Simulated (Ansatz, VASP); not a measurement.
One calculation of ZrH, two programs

```
Zr H
1.0
     3.24279    0.00000    0.00000
     0.00000    3.24279    0.00000
     0.00000    0.00000    4.94800
Zr H
2 2
Direct
  0.00000 0.50000 0.00000
  0.50000 0.00000 0.50000
  0.00000 0.00000 0.75000
  0.00000 0.00000 0.25000
```

Alike in both runs: task single point; functional LDA; k mesh 16 × 16 × 12; occupations gaussian, width 0.15 eV; no spin polarisation.

```csv
,VASP,Ansatz
version,VASP 6.6.1,Ansatz 0.2.0
potentials or method,"VASP PAW LDA potentials, release 64 (Zr_sv, H)","scalar-relativistic, plane waves, PAW"
plane-wave cutoff (eV),520,420
valence electrons in the cell,26,26
```

|  | VASP | Ansatz | Ansatz less VASP |
| --- | --- | --- | --- |
| gap on the k mesh at the Fermi level (eV) | none | none | - |
| pressure (GPa) | -4.9 | -5.1 | -0.14 |
| largest component of the traceless stress (GPa) | 1.11 | 1.08 | -0.030 |

A gap of «none» marks a metal or a gap that the smearing closes.
